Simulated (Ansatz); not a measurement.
# PbSe from a semilocal functional to hybrids

Space group P1 (No. 1). a = 4.405 Å, b = 4.409 Å, c = 12.430 Å, α = 79.99°, β = 79.84°, γ = 90.00°
```csv
atom,site,symmetry,x,y,z
Pb,1a,1,0.7998,0.7961,0.3862
Pb,1a,1,0.1864,0.1865,0.6148
Se,1a,1,0.3018,0.2982,0.3801
Se,1a,1,0.6819,0.6811,0.6209
```

All runs: Ansatz, plane waves and PAW, scalar-relativistic (no spin–orbit coupling), 4×4×1 k-mesh, Gaussian smearing of 0.05 eV, no spin polarisation. Semilocal reference PBE: gap 1.66 eV, pressure 0.0 GPa. The hybrids carry no U.

**Question.** How do gap and pressure depend on the exact exchange?

**Answer.** 
| functional | gap | pressure (GPa) | cutoff (eV) | core-seconds |
| --- | --- | --- | --- | --- |
| wPBEh | 2.12 eV | -0.4 | 420 | 220 |
| HSE06-type hybrid with an exact-exchange fraction of 0.35 | 2.39 eV | -0.8 | 420 | 220 |
| HSE06-type hybrid with a screening parameter of 0.1 Å⁻¹ | 2.42 eV | -0.6 | 420 | 230 |
| B3LYP | 2.56 eV | 0.7 | 420 | 240 |
| HSE06-type hybrid with an exact-exchange fraction of 0.5 | 2.75 eV | -1.1 | 420 | 280 |
| r2SCAN50 | 4.10 eV | -1.1 | 500 | 430 |
| CAM-B3LYP | 4.44 eV | 0.0 | 420 | 290 |

On shared hosts the hybrid runs at the reference's cutoff took roughly 34 to 44 times the core time of the semilocal one on the same mesh, with some more bands. Of 8 runs of this kind 1 is left out: 1 didn't converge.

Caveats: core times come from shared hosts and scatter; functionals with much or all of the long-range exchange (Hartree–Fock, LC-wPBE, CAM-B3LYP) overshoot the gaps of most solids, bar the widest; gaps are read on a coarse mesh; stress loosely converged; the structure was taken from the Materials Project database, whose cells are computed, and wasn't matched to a measured crystal.
